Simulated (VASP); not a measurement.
# Be (Fm-3m) in VASP: notebook

The runs below take Be through band structure, with PW91, r2SCAN, SCAN, TPSS, TB-mBJ.

Everything below comes from runs of VASP 6.6.1. Logs are shortened: lines on timing, memory, paths and dates and some standing lists are left out, and cuts for length are marked.

**1. Starting point**

The structure is cubic, space group Fm-3m (No. 225). The conventional cell has a = 3.158 Å, b = 3.158 Å, c = 3.158 Å, α = 90.00°, β = 90.00°, γ = 90.00°. Be (site symmetry m-3m) has 12 Be at 2.23 Å as nearest neighbours.

The cell was built by a generator and needn't be a form met in nature.

**2. Band structure, PW91**

Contents of INCAR:

```
PREC = Accurate
ENCUT = 520
EDIFF = 1E-7
ISMEAR = -1
SIGMA = 0.05
LREAL = F
LASPH = T
NELM = 100
ALGO = Normal
ISIF = 2
LWAVE = F
LCHARG = F
GGA = 91
```

Contents of KPOINTS:

```
regular mesh
0
Gamma
  14 14 14
```

Contents of POSCAR:

```
Be
1.0
    0.0000000000      1.5790500000      1.5790500000
    1.5790500000      0.0000000000      1.5790500000
    1.5790500000      1.5790500000      0.0000000000
Be
1
Direct
    0.0000000000      0.0000000000      0.0000000000
```

Contents of KPOINTS_OPT:

```
path GXWKGLUWLK,UX
10
line-mode
reciprocal
 0.0000000000  0.0000000000  0.0000000000  G
 0.5000000000  0.0000000000  0.5000000000  X

 0.5000000000  0.0000000000  0.5000000000  X
 0.5000000000  0.2500000000  0.7500000000  W

 0.5000000000  0.2500000000  0.7500000000  W
 0.3750000000  0.3750000000  0.7500000000  K

 0.3750000000  0.3750000000  0.7500000000  K
 0.0000000000  0.0000000000  0.0000000000  G

 0.0000000000  0.0000000000  0.0000000000  G
 0.5000000000  0.5000000000  0.5000000000  L

 0.5000000000  0.5000000000  0.5000000000  L
 0.6250000000  0.2500000000  0.6250000000  U

 0.6250000000  0.2500000000  0.6250000000  U
 0.5000000000  0.2500000000  0.7500000000  W

 0.5000000000  0.2500000000  0.7500000000  W
 0.5000000000  0.5000000000  0.5000000000  L

 0.5000000000  0.5000000000  0.5000000000  L
 0.3750000000  0.3750000000  0.7500000000  K

 0.6250000000  0.2500000000  0.6250000000  U
 0.5000000000  0.0000000000  0.5000000000  X
```

Potentials or basis: VASP PAW PBE potentials, release 64 (Be).

Launch:

```bash
cat potpaw_PBE.64/Be/POTCAR > POTCAR
mpirun -np 1 vasp_std > vasp.out
```

OUTCAR:

```text
PREC = Accurate
   ENCUT = 520
   EDIFF = 1E-7
   ISMEAR = -1
   LREAL = F
   LASPH = T
   NELM = 100
   ISIF = 2
   GGA = 91

 ion  position               nearest neighbor table
   1  0.000  0.000  0.000-

  LATTYP: Found a face centered cubic cell.
 ALAT       =     3.1581000000

  Lattice vectors:

 A1 = (   0.0000000000,   1.5790500000,   1.5790500000)
 A2 = (   1.5790500000,   0.0000000000,   1.5790500000)
 A3 = (   1.5790500000,   1.5790500000,   0.0000000000)

Analysis of symmetry for initial positions (statically):
=====================================================================
 Subroutine PRICEL returns:
 Original cell was already a primitive cell.

 Routine SETGRP: Setting up the symmetry group for a
 face centered cubic supercell.

 Subroutine GETGRP returns: Found 48 space group operations
 (whereof 48 operations were pure point group operations)
 out of a pool of 48 trial point group operations.

The static configuration has the point symmetry O_h .

Analysis of symmetry for dynamics (positions and initial velocities):
=====================================================================
 Subroutine PRICEL returns:
 Original cell was already a primitive cell.

 Routine SETGRP: Setting up the symmetry group for a
 face centered cubic supercell.

 Subroutine GETGRP returns: Found 48 space group operations
 (whereof 48 operations were pure point group operations)
 out of a pool of 48 trial point group operations.

The dynamic configuration has the point symmetry O_h .

 Subroutine INISYM returns: Found 48 space group operations
 (whereof 48 operations are pure point group operations),
 and found     1 'primitive' translations

----------------------------------------------------------------------------------------

                                     Primitive cell

  volume of cell :       7.8744

  direct lattice vectors                    reciprocal lattice vectors
     0.000000000  1.579050000  1.579050000    -0.316646085  0.316646085  0.316646085
     1.579050000  0.000000000  1.579050000     0.316646085 -0.316646085  0.316646085
     1.579050000  1.579050000  0.000000000     0.316646085  0.316646085 -0.316646085

  length of vectors
     2.233113926  2.233113926  2.233113926     0.548447107  0.548447107  0.548447107

  position of ions in fractional coordinates (direct lattice)
     0.000000000  0.000000000  0.000000000

  ion indices of the primitive-cell ions
   primitive index   ion index
                 1           1

----------------------------------------------------------------------------------------

 KPOINTS: regular mesh

Automatic generation of k-mesh.
 Grid dimensions read from file:
 generate k-points for:   14   14   14

 Generating k-lattice:

  Cartesian coordinates                     Fractional coordinates (reciprocal lattice)
    -0.022617577  0.022617577  0.022617577     0.071428571  0.000000000  0.000000000
     0.022617577 -0.022617577  0.022617577     0.000000000  0.071428571  0.000000000
     0.022617577  0.022617577 -0.022617577     0.000000000  0.000000000  0.071428571

  Length of vectors
     0.039174793  0.039174793  0.039174793

  Shift w.r.t. Gamma in fractional coordinates (k-lattice)
     0.000000000  0.000000000  0.000000000

 Subroutine IBZKPT returns following result:
 ===========================================

 Found    104 irreducible k-points:

 Following reciprocal coordinates:
            Coordinates               Weight
  0.000000  0.000000  0.000000      1.000000
  0.071429  0.000000  0.000000      8.000000
  0.142857  0.000000  0.000000      8.000000
  0.214286  0.000000  0.000000      8.000000
  0.285714  0.000000  0.000000      8.000000
  0.357143  0.000000  0.000000      8.000000
[... 16 lines left out ...]
  0.214286  0.142857  0.000000     24.000000
  0.285714  0.142857  0.000000     24.000000
 [... further k-points ...]
   k-points           NKPTS =    104   k-points in BZ     NKDIM =    104   number of bands    NBANDS=      5
   number of dos      NEDOS =    301   number of ions     NIONS =      1
   total plane-waves  NPLWV =   5832
   dimension x,y,z NGX =    18 NGY =   18 NGZ =   18
   dimension x,y,z NGXF=    36 NGYF=   36 NGZF=   36
   ions per type =               1
   NGX,Y,Z   is equivalent  to a cutoff of  13.40, 13.40, 13.40 a.u.
   NGXF,Y,Z  is equivalent  to a cutoff of  26.80, 26.80, 26.80 a.u.
 SYSTEM =  unknown system
   PREC   = accura    normal or accurate (medium, high low for compatibility)
   ISTART =      0    job   : 0-new  1-cont  2-samecut
   ICHARG =      2    charge: 1-file 2-atom 10-const
   ISPIN  =      1    spin polarized calculation?
   LNONCOLLINEAR =      F non collinear calculations
   LSORBIT =      F    spin-orbit coupling
   LASPH  =      T    aspherical Exc in radial PAW
   ENCUT  =  520.0 eV  38.22 Ry    6.18 a.u.   4.15  4.15  4.15*2*pi/ulx,y,z
   NELM   =    100;   NELMIN=  2; NELMDL= -5     # of ELM steps
   EDIFF  = 0.1E-06   stopping-criterion for ELM
   LREAL  =      F    real-space projection
   EDIFFG = 0.1E-05   stopping-criterion for IOM
   NSW    =      0    number of steps for IOM
   IBRION =     -1    ionic relax: 0-MD 1-quasi-New 2-CG
   NFREE  =      0    steps in history (QN), initial steepest desc. (CG)
   ISIF   =      2    stress and relaxation
   ISYM   =      2    0-nonsym 1-usesym 2-fastsym
   POTIM  = 0.5000    time-step for ionic-motion
   TEBEG  =    0.0;   TEEND  =   0.0 temperature during run
   PSTRESS=    0.0 pullay stress
   NELECT =       2.0000    total number of electrons
   NUPDOWN=      -1.0000    fix difference up-down
   EMIN   =  10.00;   EMAX   =-10.00  energy-range for DOS
   EFERMI =   0.00;   METHOD = LEGACY
   ISMEAR =    -1;   SIGMA  =   0.05  broadening in eV -4-tet -1-fermi 0-gaus
   EFERMI_NEDOS =   21; number of points for ismear=-14 and -15
   IALGO  =     38    algorithm
   IMIX   =      4    mixing-type and parameters
     AMIX     =   0.40;   BMIX     =  1.00
     AMIX_MAG =   1.60;   BMIX_MAG =  1.00
  volume/ion in A,a.u.               =       7.87        53.14
  Fermi-wavevector in a.u.,A,eV,Ry     =   1.036762  1.959196 14.624560  1.074875
  Thomas-Fermi vector in A             =   2.171168
   LORBIT       =      0    0 simple, 1 ext, 2 COOP (PROOUT), +10 PAW based schemes
   GGA     = 91    functional components
   LHFCALC =     F    Hartree Fock is set to
   AEXX    =    0.0000 exact exchange contribution
   IVDW    =     0    specifies the selected vdW correction
   LEPSILON=     F    determine dielectric tensor
   LRPA    =     F    only Hartree local field effects (RPA)
 non-spin polarized calculation
  energy-cutoff  :      520.00
  volume of cell :        7.87
 maximum number of plane-waves:       222
 NGX is ok and might be reduce to    18
   NGX =  9   NGY =  9   NGZ =  9

 number of electron       2.0000000 magnetization

 Free energy of the ion-electron system (eV)
  ---------------------------------------------------
  ext. energy  EPLUGINS =         0.00000000
  ---------------------------------------------------
  free energy    TOTEN  =        -3.63004660 eV

  energy without entropy =       -3.62903131  energy(sigma->0) =       -3.62953895

 E-fermi :   7.4995     XC(G=0): -10.6259

 val. band max:        7.4052757047   @ k =  -0.2857   0.4286   0.2143
 cond. band min:       7.5461371804   @ k =  -0.2857   0.5000   0.2143
 fundamental gap:      0.1408614757
 Fermi energy:         7.4995418756

 k-point     1 :       0.0000    0.0000    0.0000
  band No.  band energies     occupation
      1      -4.3308      2.00000
      2      26.9553      0.00000
      3      26.9553      0.00000
      4      26.9553      0.00000
      5      36.6772      0.00000

 k-point     2 :       0.0714    0.0000    0.0000
  band No.  band energies     occupation
      1      -4.1616      2.00000
      2      25.6284      0.00000
      3      26.6748      0.00000
      4      26.6748      0.00000
      5      35.2199      0.00000

 k-point     3 :       0.1429    0.0000    0.0000
  band No.  band energies     occupation
      1      -3.6540      2.00000
      2      22.4044      0.00000
      3      26.0271      0.00000
      4      26.0271      0.00000
      5      34.8891      0.00000

 k-point     4 :       0.2143    0.0000    0.0000
  band No.  band energies     occupation
      1      -2.8100      2.00000
      2      18.6061      0.00000
      3      25.3208      0.00000
      4      25.3208      0.00000
      5      35.5799      0.00000

 k-point     5 :       0.2857    0.0000    0.0000
  band No.  band energies     occupation
      1      -1.6403      2.00000
      2      14.8970      0.00000
      3      24.7334      0.00000
      4      24.7334      0.00000
      5      36.4558      0.00000

 k-point     6 :       0.3571    0.0000    0.0000
  band No.  band energies     occupation
      1      -0.1876      2.00000
      2      11.5490      0.00000
      3      24.3259      0.00000
      4      24.3259      0.00000
      5      35.0989      0.00000

 k-point     7 :       0.4286    0.0000    0.0000
  band No.  band energies     occupation
      1       1.3720      2.00000
      2       8.8277      0.00000
      3      24.0974      0.00000
      4      24.0974      0.00000
      5      34.1435      0.00000

 k-point     8 :       0.5000    0.0000    0.0000
  band No.  band energies     occupation
      1       2.2525      2.00000
      2       7.5564      0.48570
      3      24.0254      0.00000
      4      24.0254      0.00000
      5      33.8133      0.00000

 k-point     9 :       0.0714    0.0714    0.0000
  band No.  band energies     occupation
      1      -4.1049      2.00000
      2      25.8215      0.00000
      3      25.8215      0.00000
      4      26.9477      0.00000
      5      33.6847      0.00000
[... 73 lines left out ...]
 k-point    19 :      -0.2143    0.0714    0.0000
  band No.  band energies     occupation
      1      -2.3015      2.00000
      2      17.3816      0.00000
      3      23.1535      0.00000
      4      26.1025      0.00000
      5      35.2274      0.00000

 k-point    20 :      -0.1429    0.0714    0.0000
  band No.  band energies     occupation
      1      -3.2581      2.00000
      2      21.1362      0.00000
      3      23.8344      0.00000
      4      26.7566      0.00000
      5      34.6433      0.00000

 k-point    21 :      -0.0714    0.0714    0.0000
  band No.  band energies     occupation
      1      -3.8792      2.00000
      2      24.4485      0.00000
      3      24.8604      0.00000
      4      27.0265      0.00000
      5      34.4051      0.00000

 k-point    22 :       0.1429    0.1429    0.0000
  band No.  band energies     occupation
      1      -3.4251      2.00000
      2      23.5955      0.00000
      3      23.5955      0.00000
      4      26.7993      0.00000
      5      30.3770      0.00000

 k-point    23 :       0.2143    0.1429    0.0000
  band No.  band energies     occupation
      1      -2.8012      2.00000
      2      21.1755      0.00000
      3      22.5629      0.00000
      4      26.4085      0.00000
      5      30.0700      0.00000

 k-point    24 :       0.2857    0.1429    0.0000
  band No.  band energies     occupation
      1      -1.8398      2.00000
      2      17.6349      0.00000
      3      21.8366      0.00000
      4      25.4263      0.00000
      5      30.1373      0.00000

 [... further k-points ...]

------------------------ aborting loop because EDIFF is reached ----------------------------------------

  FORCE on cell =-STRESS in cart. coord.  units (eV):
  Direction    XX          YY          ZZ          XY          YZ          ZX
  --------------------------------------------------------------------------------------
  -------------------------------------------------------------------------------------
  Total       -0.0075675     -0.0075675     -0.0075675     -0.0000000     -0.0000000      0.0000000
  in kB       -1.5397288     -1.5397288     -1.5397288     -0.0000000     -0.0000000      0.0000000
  external PRESSURE =      -1.5397288 kB  Pullay stress =       0.0000000 kB

 VOLUME and BASIS-vectors are now :
 -----------------------------------------------------------------------------
  energy-cutoff  :      520.00
  volume of cell :        7.87
      direct lattice vectors                 reciprocal lattice vectors
     0.000000000  1.579050000  1.579050000    -0.316646085  0.316646085  0.316646085
     1.579050000  0.000000000  1.579050000     0.316646085 -0.316646085  0.316646085
     1.579050000  1.579050000  0.000000000     0.316646085  0.316646085 -0.316646085

 POSITION                                       TOTAL-FORCE (eV/Angst)
 -----------------------------------------------------------------------------------
      0.00000      0.00000      0.00000        -0.000000     -0.000000     -0.000000
 -----------------------------------------------------------------------------------
    total drift:                               -0.000000      0.000000     -0.000000

  FREE ENERGIE OF THE ION-ELECTRON SYSTEM (eV)
  ---------------------------------------------------
  free  energy   TOTEN  =        -3.6300465972 eV

  energy  without entropy=       -3.6290313080  energy(sigma->0) =       -3.62953895
```

Wall time 3.7 s (1 thread of AMD EPYC 9R45 (Zen 5), shared host); peak memory 0.08 GiB.

Results:

```
Free energy             : -3.6300 eV
Pressure                : -0.2 GPa
Band gap along the path : none (metal or under the smearing width)
```

Levels at the corners of the path, in eV from the Fermi level:
| point | band 1 | band 2 | band 3 | band 4 | band 5 |
| --- | --- | --- | --- | --- | --- |
| Γ | -11.83 | 19.46 | 19.46 | 19.46 | 29.18 |
| X | -2.62 | 3.89 | 9.57 | 9.57 | 15.24 |
| X | -2.62 | 3.89 | 9.57 | 9.57 | 15.24 |
| W | 1.00 | 1.00 | 3.18 | 10.27 | 25.48 |
| W | 1.00 | 1.00 | 3.18 | 10.27 | 25.48 |
| K | -0.80 | 0.47 | 6.66 | 11.21 | 20.64 |
| K | -0.80 | 0.47 | 6.66 | 11.21 | 20.64 |
| Γ | -11.83 | 19.46 | 19.46 | 19.46 | 29.18 |
| Γ | -11.83 | 19.46 | 19.46 | 19.46 | 29.18 |
| L | -5.25 | 0.06 | 16.53 | 16.53 | 26.31 |
| L | -5.25 | 0.06 | 16.53 | 16.53 | 26.31 |
| U | -0.80 | 0.47 | 6.66 | 11.21 | 20.64 |
| U | -0.80 | 0.47 | 6.66 | 11.21 | 20.64 |
| W | 1.00 | 1.00 | 3.18 | 10.27 | 25.48 |
| W | 1.00 | 1.00 | 3.18 | 10.27 | 25.48 |
| L | -5.25 | 0.06 | 16.53 | 16.53 | 26.31 |
| L | -5.25 | 0.06 | 16.53 | 16.53 | 26.31 |
| K | -0.80 | 0.47 | 6.66 | 11.21 | 20.64 |
| U | -0.80 | 0.47 | 6.66 | 11.21 | 20.64 |
| X | -2.62 | 3.89 | 9.57 | 9.57 | 15.24 |

Caveat: the PAW data sets were made with another functional, which shifts forces and pressure a little.

**3. Band structure, r2SCAN**

INCAR: that of step 2 with these lines changed.

```diff
@@ -12,2 +12,3 @@
 LCHARG = F
-GGA = 91
+METAGGA = R2SCAN
+LMIXTAU = T
```

KPOINTS is that of step 2.

POSCAR is that of step 2.

KPOINTS_OPT is that of step 2.

Potentials or basis: VASP PAW PBE potentials, release 64 (Be).

Launch:

```bash
cat potpaw_PBE.64/Be/POTCAR > POTCAR
mpirun -np 1 vasp_std > vasp.out
```

Run time: 19 s. Hardware: 1 thread of AMD EPYC 9R45 (Zen 5), shared host; peak memory 0.09 GiB.

It converged, with:

| Property | Result |
| --- | --- |
| Free energy | -4.2518 eV |
| Pressure | 0.1 GPa |
| Band gap along the path | none (metal or under the smearing width) |

Levels at the corners of the path, in eV from the Fermi level:
```tsv
point	band 1	band 2	band 3	band 4	band 5
Γ	-12.72	21.15	21.15	21.15	30.60
X	-2.73	3.94	10.41	10.41	15.85
X	-2.73	3.94	10.41	10.41	15.85
W	1.13	1.13	3.29	10.98	27.23
W	1.13	1.13	3.29	10.98	27.23
K	-0.79	0.48	6.98	12.16	21.82
K	-0.79	0.48	6.98	12.16	21.82
Γ	-12.72	21.15	21.15	21.15	30.60
Γ	-12.72	21.15	21.15	21.15	30.60
L	-5.59	-0.03	17.98	17.98	27.58
L	-5.59	-0.03	17.98	17.98	27.58
U	-0.79	0.48	6.98	12.16	21.82
U	-0.79	0.48	6.98	12.16	21.82
W	1.13	1.13	3.29	10.98	27.23
W	1.13	1.13	3.29	10.98	27.23
L	-5.59	-0.03	17.98	17.98	27.58
L	-5.59	-0.03	17.98	17.98	27.58
K	-0.79	0.48	6.98	12.16	21.82
U	-0.79	0.48	6.98	12.16	21.82
X	-2.73	3.94	10.41	10.41	15.85
```

Caveat: the PAW data sets were made with another functional, which shifts forces and pressure a little.

**4. Band structure, SCAN**

INCAR: that of step 3 with these lines changed.

```diff
@@ -12,3 +12,3 @@
 LCHARG = F
-METAGGA = R2SCAN
+METAGGA = SCAN
 LMIXTAU = T
```

KPOINTS is that of step 3.

POSCAR is that of step 3.

KPOINTS_OPT is that of step 3.

Launch:

```bash
cat potpaw_PBE.64/Be/POTCAR > POTCAR
mpirun -np 1 vasp_std > vasp.out
```

Wall time 25 s (1 thread of AMD EPYC 9R45 (Zen 5), shared host); peak memory 0.09 GiB.

Results (log left out):

```
Free energy             : -4.2441 eV
Pressure                : 0.6 GPa
Band gap along the path : none (metal or under the smearing width)
```

Levels at the corners of the path, in eV from the Fermi level:
| point | band 1 | band 2 | band 3 | band 4 | band 5 |
| --- | --- | --- | --- | --- | --- |
| Γ | -12.33 | 20.63 | 20.63 | 20.63 | 30.30 |
| X | -2.80 | 4.25 | 10.22 | 10.22 | 15.45 |
| X | -2.80 | 4.25 | 10.22 | 10.22 | 15.45 |
| W | 1.01 | 1.01 | 3.59 | 10.80 | 26.69 |
| W | 1.01 | 1.01 | 3.59 | 10.80 | 26.69 |
| K | -0.89 | 0.62 | 7.00 | 11.93 | 21.40 |
| K | -0.89 | 0.62 | 7.00 | 11.93 | 21.40 |
| Γ | -12.33 | 20.63 | 20.63 | 20.63 | 30.30 |
| Γ | -12.33 | 20.63 | 20.63 | 20.63 | 30.30 |
| L | -5.33 | -0.07 | 17.56 | 17.56 | 27.25 |
| L | -5.33 | -0.07 | 17.56 | 17.56 | 27.25 |
| U | -0.89 | 0.62 | 7.00 | 11.93 | 21.40 |
| U | -0.89 | 0.62 | 7.00 | 11.93 | 21.40 |
| W | 1.01 | 1.01 | 3.59 | 10.80 | 26.69 |
| W | 1.01 | 1.01 | 3.59 | 10.80 | 26.69 |
| L | -5.33 | -0.07 | 17.56 | 17.56 | 27.25 |
| L | -5.33 | -0.07 | 17.56 | 17.56 | 27.25 |
| K | -0.89 | 0.62 | 7.00 | 11.93 | 21.40 |
| U | -0.89 | 0.62 | 7.00 | 11.93 | 21.40 |
| X | -2.80 | 4.25 | 10.22 | 10.22 | 15.45 |

Caveat: the PAW data sets were made with another functional, which shifts forces and pressure a little.

[end of part 1 of 2]
